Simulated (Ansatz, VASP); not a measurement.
**Cross-check of TiC (TiC strained to the junction's net) between VASP and Ansatz**

One calculation is typed for both programs; each brings its own data sets. How far apart do they land? The cell is generated by rule, not measured, and may not be a known phase. The structure shown is the end of the Ansatz relaxation below.

Program: Ansatz 0.2.0. Level of theory: plane waves, with VASP 6.6.1 beside it; PBE. Results are calculated unless marked as measured.

### Step 1. The structure

The structure is cubic, space group Fm-3m (No. 225). The conventional cell has a = 4.332 Å, b = 4.332 Å, c = 4.332 Å, α = 90.00°, β = 90.00°, γ = 90.00°. Nearest to C lie 6 Ti at 2.17 Å. Nearest to Ti lie 6 C at 2.17 Å. Farther neighbours are not listed. That group holds within 0.01 Å; judged at 0.001 Å it is I4/mmm (No. 139).

### Step 2. Ansatz: relaxation, PBE

Ansatz runs on its default PAW (the set named soft_2) files.

This run makes the geometry at which the two programs are then compared.

input.yaml

```yaml
crystal:
  lattice:
    - [3.062, 0.0, 0.0]
    - [0.0, 3.062, 0.0]
    - [0.0, 0.0, 4.3297746504]
  atoms:
    - { symbol: C, position: [0.0, 0.0, 0.0] }
    - { symbol: Ti, position: [0.5, 0.5, 0.0] }
    - { symbol: C, position: [0.5, 0.5, 0.5] }
    - { symbol: Ti, position: [0.0, 0.0, 0.5] }
kpoints:
  mp_grid: { grid: [12, 12, 7] }
scf:
  occupations: { method: fermi_dirac, width: 0.1 }
  max_iter: 150
hamiltonian:
  xc: pbe
relax:
  f_tol: 0.01
  max_steps: 40
  cell: { fix: [a, b, angles] }
```

On the command line:

```bash
$ ansatz run input.yaml --threads 4 --pin off --max-ram 12288MiB --backend cpu --events-out ev --progress --plain --runs-dir out
```

Numbers of over 12 decimals in the logs are rounded to 6 here.

Log:

```text
Engine: ansatz 0.2.0, aarch64-unknown-linux-gnu
Pseudopotentials: kind: paw
Pseudopotential: C, paw, valence charge 4, recommended cutoff 420 eV (normal), C.paw.azcp
Pseudopotential: Ti, paw, valence charge 12, recommended cutoff 420 eV (normal), Ti.paw.azcp
Functional definition: PBE
  parameter kappa = 0.804
  parameter beta = 0.066725
  exchange = pbe_x(kappa = kappa, mu = beta*pi^2/3)
  correlation = pbe_c(beta = beta)
Crystal: 4 atoms, lattice volume = 40.595 Å³
Basis set: ecut = 420 eV, 799 PW (Γ), exchange–correlation on 48×48×60 points (8 copies of the dense FFT grid, shifted against one another)
Bands: 20, of which v1, the nominal top of the filled ones, is band 16 counted from 1 (15 counted from 0)
Symmetry: 32 space group operations
Space group: I4/mmm (ITA 139), of the structure as read, at distance tolerance 3.4e-5 Å
k-points: 112 of 1008
Non-local potential: C, projectors of the file, l = 0: 2, l = 1: 2, l = 2: 1
Non-local potential: Ti, projectors of the file, l = 0: 3, l = 1: 2, l = 2: 3, l = 3: 1
PAW form: soft (Blöchl's): semilocal exchange-correlation on the pseudo side does not see the compensation charge
PAW one-centre angular grid: C, 110 points (default); XC on 64 Gauss nodes
PAW one-centre angular grid: Ti, 590 points (default); XC on 64 Gauss nodes
Initial density: superposition of atomic densities (neutral atoms: chi_scale 0, normalization atom), corrected by the library's trained network
Initial wavefunctions: pseudopotential atomic-orbital guess
Functional: x = pbe(κ = 0.804, μ = 0.219515), c = pbe(β = 0.066725)
SCF iter   1: F=—  HF=-5504.556220 eV  |F-HF|=—  |Δ(HF+E_count)|=         —  Δρ=3.78e-3  dr2=4.09e-3  ethr=1.77e-3  ⟨swp⟩=4.6  Hψ=8508  notcnv=0
preconditioner: auto → Kerker (q_TF=auto, 2.622 Å⁻¹)  [metal: Δε(μ)=0.017 eV  Ē_g=6.759 eV  σ=0.100 eV  W_gap=0.04  n_scr=14 (ndim 8)  ℏωp=23.3 eV  f_vac=0.000  D(μ)=0.54/eV (n_scr^D=2)]
SCF iter   2: F=—  HF=-5504.555422 eV  |F-HF|=—  |Δ(HF+E_count)|=   7.98e-4  Δρ=1.82e-3  dr2=6.73e-4  ethr=1.28e-5  ⟨swp⟩=1.7  Hψ=3390  notcnv=0
SCF iter   3: F=—  HF=-5504.555429 eV  |F-HF|=—  |Δ(HF+E_count)|=   6.54e-6  Δρ=5.37e-4  dr2=7.18e-5  ethr=2.10e-6  ⟨swp⟩=2.1  Hψ=2622  notcnv=0
SCF iter   4: F=—  HF=-5504.555403 eV  |F-HF|=—  |Δ(HF+E_count)|=   2.58e-5  Δρ=8.96e-5  dr2=2.12e-6  ethr=2.24e-7  ⟨swp⟩=2.5  Hψ=3109  notcnv=0
iter 5 did not close the SCF: its close was put off for the readings that it lacked (scf_convergence_deferred on its scf_iter line)
SCF iter   5: F=-5504.555403 eV  HF=-5504.555403 eV  |F-HF|=1.77e-8  |Δ(HF+E_count)|=   5.91e-7  Δρ=1.35e-5  dr2=3.96e-8  ethr=6.63e-9  ⟨swp⟩=2.5  Hψ=2985  notcnv=0
SCF iter   6: F=-5504.555403 eV  HF=-5504.555403 eV  |F-HF|=6.10e-10  |Δ(HF+E_count)|=   2.71e-8  Δρ=2.02e-6  dr2=6.45e-10  ethr=1.24e-10  ⟨swp⟩=2.0  Hψ=6903  notcnv=0
SCF 1 converged in 6 iterations: F = -5504.555403 eV  dr2 = 6.45e-10
  greatest PAW one-centre occupation: 0.999 electrons in one spin orbital (limit 2), on the Ti atom at site 3 (counted from 0), in its partial waves of l = 0
relax step   1: F+E_penalty+E_count = -5504.55540347 eV  Δ(F+E_penalty+E_count) = +0.000e0 eV  max|allowed force component| = 8.396e-29 eV/Å  Δτ_max = 0.0000 Å  P = +0.500 GPa  Ω = 40.595 Å³  fix = [a, b, alpha, beta, gamma]  reactions: a +0.506, b +0.506 GPa  (6 SCF iters, dr2 threshold 1.00e-7 eV, accepted)
[...]
relax step   2: F+E_penalty+E_count = -5504.55541303 eV  Δ(F+E_penalty+E_count) = -9.563e-6 eV  max|allowed force component| = 1.893e-29 eV/Å  Δτ_max = 0.0000 Å  P = +0.351 GPa  Ω = 40.619 Å³  energy of the carried Pulay correction = -4.052e-5 eV  fix = [a, b, alpha, beta, gamma]  reactions: a +0.435, b +0.435 GPa  (6 SCF iters, dr2 threshold 4.00e-7 eV, accepted)
[...]
relax step   3: F+E_penalty+E_count = -5504.55539691 eV  Δ(F+E_penalty+E_count) = +1.612e-5 eV  max|allowed force component| = 8.480e-30 eV/Å  Δτ_max = 0.0000 Å  P = +0.261 GPa  Ω = 40.634 Å³  energy of the carried Pulay correction = -6.494e-5 eV  fix = [a, b, alpha, beta, gamma]  reactions: a +0.391, b +0.391 GPa  (6 SCF iters, dr2 threshold 8.42e-8 eV, accepted)
[...]
relax step   4: F+E_penalty+E_count = -5504.55546221 eV  Δ(F+E_penalty+E_count) = -6.530e-5 eV  max|allowed force component| = 2.712e-30 eV/Å  Δτ_max = 0.0000 Å  P = +0.263 GPa  Ω = 40.634 Å³  fix = [a, b, alpha, beta, gamma]  reactions: a +0.392, b +0.392 GPa  stress off target by 4.35e-3 GPa on what of the cell is left free  SCF on the basis re-selected at this cell (its energy is not comparable with the rows above)  (8 SCF iters)
basis re-selected at this cell: Δ(F+E_penalty+E_count) = -6.530e-5 eV, ΔP = +0.002 GPa vs the last step (what re-selecting the basis moved, of the pressure what is left beyond the Pulay correction that the steps carried, after the strain that the cell walked since its last selection, with what the two solves' SCF thresholds leave and, on support functions, any second-order correction that the steps lacked; it is no m [...]
SCF converged after 8 iterations
Free energy (F): -5504.555462 eV
Harris-Foulkes:  -5504.555462 eV  (|F-HF|=9.09e-13)
Internal energy: -5504.537049 eV  (E = F + TS)
E sigma→0 (E₀):  -5504.546256 eV
Entropy (-TS):   -0.018413 eV (-4.603 meV/atom)
Fermi energy:    14.694648 eV
--- Per-component energies (eV) ---
  E_band       = -221.842049
  E_kinetic    = 724.672062
  E_local      = -1550.871123  (includes V_loc(G=0)·N_el)
  E_nonlocal   = 63.927185
  E_hartree    = 629.542721
  E_xc         = -294.843225
  E_vxc        = -368.206026  (∫ρ·V_xc dr)
  E_paw        = -2290.478704  (= ΣΔE_a)
  E_vpaw       = -350.449890  (= ΣTr[D̂ρ^β])
  E_aug_tail   = 0.000301  (compensation charges beyond the density's cutoff)
  E_ewald      = -2786.486266
  E_smearing   = -0.018413  (= −TS)
  E_closure    = 0.000000  (closes the sum)
  Σ components = -5504.555462   (vs F -5504.555462, Δ=0.00e0)
--- Forces (eV/Å), atoms counted from 1 ---
  atom   1  C     -0.00000000     0.00000000    -0.00000000
  atom   2  Ti    -0.00000000    -0.00000000     0.00000000
  atom   3  C     -0.00000000     0.00000000    -0.00000000
  atom   4  Ti     0.00000000     0.00000000    -0.00000000
  max |Σ_I F_I| component: 3.94e-30 eV/Å
--- Stress (GPa, compression-positive) ---
        0.392438      -0.000000      -0.000000
       -0.000000       0.392438      -0.000000
       -0.000000      -0.000000       0.004354
  P = ⅓ Tr σ = 0.2631 GPa (2.631 kbar)
--- Relaxed structure (3 steps of the walk, 3 accepted, 1 SCFs on fresh bases) ---
  F+E_penalty+E_count = -5504.55546221 eV   max|allowed force component| = 2.712e-30 eV/Å   (the final SCF, on the basis selected at the relaxed cell)
  cell:  # Å, volume = 40.6336 Å³
    - [3.062, 0, 0]
    - [0, 3.062, 0]
    - [0, 0, 4.333862]
  atoms:
    - { symbol: C, position: [0, 0, 0] }
    - { symbol: Ti, position: [0.5, 0.5, 0] }
    - { symbol: C, position: [0.5, 0.5, 0.500000] }
    - { symbol: Ti, position: [0, 0, 0.500000] }
```

In the SCF lines HF is the Harris–Foulkes energy and dr2 the Hartree energy of the density residual, in eV; the loop may stop once dr2 is under the threshold and the program's other checks hold. Hψ counts applications of the Hamiltonian.

### Step 3. VASP: single point, PBE

The same cell, functional, mesh and smearing now go to VASP, with its own data sets.

Lines of VASP's logs that name or quote its potential files are left out, and so is its time.

INCAR

```
SYSTEM = TiC
PREC = Accurate
ENCUT = 600
EDIFF = 1E-06
NELM = 120
ISMEAR = -1
SIGMA = 0.1
LREAL = .FALSE.
ALGO = Normal
GGA = PE
NBANDS = 22
LASPH = .TRUE.
LORBIT = 11
LWAVE = .FALSE.
LCHARG = .FALSE.
ISIF = 2
GGA_COMPAT = .FALSE.
```

POSCAR

```
TiC
1.0
    3.0620000000      0.0000000000      0.0000000000
    0.0000000000      3.0620000000      0.0000000000
    0.0000000000      0.0000000000      4.3338621941
C Ti
2 2
Direct
    0.0000000000      0.0000000000      0.0000000000
    0.5000000000      0.5000000000      0.5000000000
    0.5000000000      0.5000000000      0.0000000000
    0.0000000000      0.0000000000      0.5000000000
```

KPOINTS

```
Automatic mesh
0
Gamma
12 12 7
0 0 0
```

Potentials, in the order of the species: C and Ti_sv (PBE family, release 64).

On the command line:

```bash
$ mpirun -np 1 vasp_std
```

Log:

```text
[banner, memory and clock lines left out]
running    1 mpi-ranks, on    1 nodes
 distrk:  each k-point on    1 cores,    1 groups
 distr:  one band on    1 cores,    1 groups

 POSCAR found type information on POSCAR C Ti
 POSCAR found :  2 types and       4 ions
 LDA part: xc-table for (Slater+PW92), standard interpolation
 POSCAR, INCAR and KPOINTS ok, starting setup
 FFT: planning ... GRIDC
 FFT: planning ... GRID_SOFT
 FFT: planning ... GRID
 WAVECAR not read
 entering main loop
       N       E                     dE             d eps       ncg     rms          rms(c)
DAV:   1     0.370932017435E+03    0.37093E+03   -0.18001E+04  4928   0.199E+03
DAV:   2     0.403816734358E+01   -0.36689E+03   -0.35247E+03  5042   0.529E+02
DAV:   3    -0.458153765929E+02   -0.49854E+02   -0.48092E+02  8862   0.158E+02
DAV:   4    -0.485079883695E+02   -0.26926E+01   -0.26885E+01  6402   0.373E+01
DAV:   5    -0.486438413361E+02   -0.13585E+00   -0.13584E+00  7210   0.681E+00    0.259E+01
DAV:   6    -0.385057647550E+02    0.10138E+02   -0.82290E+01  6206   0.769E+01    0.938E+00
DAV:   7    -0.374639145159E+02    0.10419E+01   -0.13545E+01  6280   0.301E+01    0.655E+00
DAV:   8    -0.374159902429E+02    0.47924E-01   -0.66039E-01  5726   0.697E+00    0.294E+00
DAV:   9    -0.374341877639E+02   -0.18198E-01   -0.20800E-01  6432   0.339E+00    0.927E-01
DAV:  10    -0.374389859411E+02   -0.47982E-02   -0.15027E-01  6430   0.374E+00    0.616E-01
DAV:  11    -0.374313307175E+02    0.76552E-02   -0.46910E-02  6498   0.173E+00    0.984E-02
DAV:  12    -0.374313463957E+02   -0.15678E-04   -0.11919E-03  6828   0.287E-01    0.492E-02
DAV:  13    -0.374313328611E+02    0.13535E-04   -0.24369E-04  6354   0.993E-02    0.139E-02
DAV:  14    -0.374313195118E+02    0.13349E-04   -0.50377E-05  6334   0.836E-02    0.759E-03
DAV:  15    -0.374313198890E+02   -0.37719E-06   -0.29252E-06  5096   0.159E-02
   1 F= -.37431320E+02 E0= -.37422084E+02  d E =-.184722E-01
```

From OUTCAR (step 3):

```text
ion  position               nearest neighbor table
   1  0.000  0.000  0.000-   3 2.17   3 2.17   3 2.17   3 2.17   4 2.17   4 2.17
   2  0.500  0.500  0.500-   4 2.17   4 2.17   4 2.17   4 2.17   3 2.17   3 2.17
   3  0.500  0.500  0.000-   1 2.17   1 2.17   1 2.17   1 2.17   2 2.17   2 2.17
   4  0.000  0.000  0.500-   2 2.17   2 2.17   2 2.17   2 2.17   1 2.17   1 2.17

  LATTYP: Found a simple tetragonal cell.
 ALAT       =     3.0620000000
 C/A-ratio  =     1.4153697564

 Subroutine GETGRP returns: Found 16 space group operations
 (whereof 16 operations were pure point group operations)

The static configuration has the point symmetry D_4h.

 Found    112 irreducible k-points:

   k-points           NKPTS =    112   k-points in BZ     NKDIM =    112   number of bands    NBANDS=     22

   dimension x,y,z NGX =    24 NGY =   24 NGZ =   36
   dimension x,y,z NGXF=    48 NGYF=   48 NGZF=   72

   ENCUT  =  600.0 eV  44.10 Ry    6.64 a.u.   6.12  6.12  8.66*2*pi/ulx,y,z

   NELECT =      32.0000    total number of electrons

 k-points in reciprocal lattice and weights: Automatic mesh
   0.00000000  0.00000000  0.00000000       0.001
   0.08333333  0.00000000  0.00000000       0.004
   0.16666667  0.00000000  0.00000000       0.004
   0.25000000  0.00000000  0.00000000       0.004
   0.33333333  0.00000000  0.00000000       0.004
   0.41666667  0.00000000  0.00000000       0.004
   0.50000000  0.00000000  0.00000000       0.002
   0.08333333  0.08333333  0.00000000       0.004
   0.16666667  0.08333333  0.00000000       0.008
[...]
0.50000000  0.41666667  0.42857143       0.008
   0.50000000  0.50000000  0.42857143       0.002

 average (electrostatic) potential at core
       1 -44.4208       2 -44.4208       3 -71.1804       4 -71.1804

 E-fermi :   9.4126

 k-point     1 :       0.0000    0.0000    0.0000
  band No.  band energies     occupation
    ...
     10      -0.7041      2.00000
     11       5.9751      2.00000
     12       7.7975      2.00000
     13       9.3792      1.16537
     14       9.3792      1.16537
     15      10.1010      0.00205
     16      10.1076      0.00192
     17      10.1076      0.00192
     18      11.0864      0.00000
     19      11.0888      0.00000
    ...

 k-point     2 :       0.0833    0.0000    0.0000
  band No.  band energies     occupation
    ...
      9      -2.8806      2.00000
     10      -0.6345      2.00000
     11       5.9798      2.00000
     12       7.4799      2.00000
     13       9.0166      1.96258
     14       9.6179      0.22753
     15       9.6681      0.14426
     16       9.7163      0.09157
     17       9.9171      0.01281
     18      10.1571      0.00117
    ...

 k-point     3 :       0.1667    0.0000    0.0000
  band No.  band energies     occupation
    ...
     12       6.7673      2.00000
     13       8.3334      1.99996
     14       8.6595      1.99893
     15       8.8867      1.98965
     16       9.0362      1.95470
     17      10.1625      0.00111
     18      10.3025      0.00027
     19      10.9354      0.00000
     20      11.9399      0.00000
     21      12.5604      0.00000
    ...

  Total        0.1345172      0.1345172      0.0355388      0.0000000      0.0000000      0.0000000
  in kB        5.3039944      5.3039944      1.4012878      0.0000000      0.0000000      0.0000000
  external PRESSURE =       4.0030922 kB  Pullay stress =       0.0000000 kB

  energy-cutoff  :      600.00
  volume of cell :       40.63
      direct lattice vectors                 reciprocal lattice vectors
     3.062000000  0.000000000  0.000000000     0.326583932  0.000000000  0.000000000
     0.000000000  3.062000000  0.000000000     0.000000000  0.326583932  0.000000000
     0.000000000  0.000000000  4.333862194     0.000000000  0.000000000  0.230741070

 POSITION                                       TOTAL-FORCE (eV/Angst)
 -----------------------------------------------------------------------------------
      0.00000      0.00000      0.00000        -0.000000     -0.000000     -0.000000
      1.53100      1.53100      2.16693        -0.000000     -0.000000     -0.000000
      1.53100      1.53100      0.00000         0.000000      0.000000      0.000000
      0.00000      0.00000      2.16693        -0.000000     -0.000000     -0.000000
 -----------------------------------------------------------------------------------
    total drift:                                0.000000     -0.000000     -0.000000

  FREE ENERGIE OF THE ION-ELECTRON SYSTEM (eV)
  ---------------------------------------------------
  free  energy   TOTEN  =       -37.4313198890 eV

  energy  without entropy=      -37.4128476809  energy(sigma->0) =      -37.42208378

 total charge
# of ion       s       p       d       tot
------------------------------------------
    1        0.895   1.505   0.000   2.399
    2        0.895   1.505   0.000   2.399
    3        2.199   6.246   1.952  10.397
    4        2.199   6.246   1.952  10.397
--------------------------------------------------
tot          6.187  15.502   3.903  25.592

[... 3 further parts left out ...]
```

The run ends at a pressure of 0.40 GPa.

### Step 4. Side by side

Known differences besides the potentials themselves: the cutoff is 420 eV in Ansatz and 600 eV in VASP; Ansatz's pressure holds a Pulay correction, VASP's none. Total energies have different zeros and are not compared.

Both answers:

| quantity | Ansatz | VASP | difference |
| --- | --- | --- | --- |
| pressure (GPa) | 0.26 | 0.40 | -0.14 |

### Step 5. Results

| Quantity | Value |
| --- | --- |
| difference in pressure (single point, PBE) | -0.14 GPa |

The difference in pressure is -0.14 GPa (single point, PBE), within the 1 GPa picked in this series as the mark of a large difference. Such differences can come from data sets, numerical settings and the points named under the comparisons, not from the functional's error against experiment.

[Lines on the potential files, build, host, timing and source positions are cut from VASP's logs without a mark.]

[Logs are printed without paths, hosts, clocks, repeated set-up lines and the standing remarks that a program may print on its own settings, such as how far it seeks lower states.]

[Hosts, paths, dates, database ids (printed as entryN), source tags and the programs' standing remarks are cut or masked in the printed files.]
